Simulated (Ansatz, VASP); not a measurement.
## CdS: VASP beside Ansatz

```
CELL_PARAMETERS angstrom
4.10705 0.00000 0.00000
-2.05352 3.55681 0.00000
0.00000 0.00000 6.70370
ATOMIC_POSITIONS crystal
Cd 0.33333 0.66667 0.00000
Cd 0.66667 0.33333 0.50000
S 0.33333 0.66667 0.38500
S 0.66667 0.33333 0.88500
```

Change from the starting cell: volume scaled by 0.98.

Alike in both runs: task single point; functional PBE; k mesh 7 × 7 × 4; occupations fermi-dirac, width 0.01 eV; no spin polarisation.

|  | VASP | Ansatz |
| --- | --- | --- |
| version | VASP 6.6.1 | Ansatz 0.2.0 |
| potentials or method | VASP PAW PBE potentials, release 64 (Cd, S), cutoff 520 eV | all-electron LAPW, scalar-relativistic |

```csv
,VASP,Ansatz,Ansatz less VASP
gap on the k mesh at the Fermi level (eV),1.28,1.27,-0.004
pressure (GPa),4.3,3.9,-0.35
largest component of the traceless stress (GPa),1.75,1.69,-0.053
rms of the force components (eV/Å),0.168,0.163,-0.0048
```

Atom by atom the forces differ by 0.005 eV/Å (rms over components). Ansatz ran all-electron here, so the differences hold the error of VASP's frozen core and of both bases.
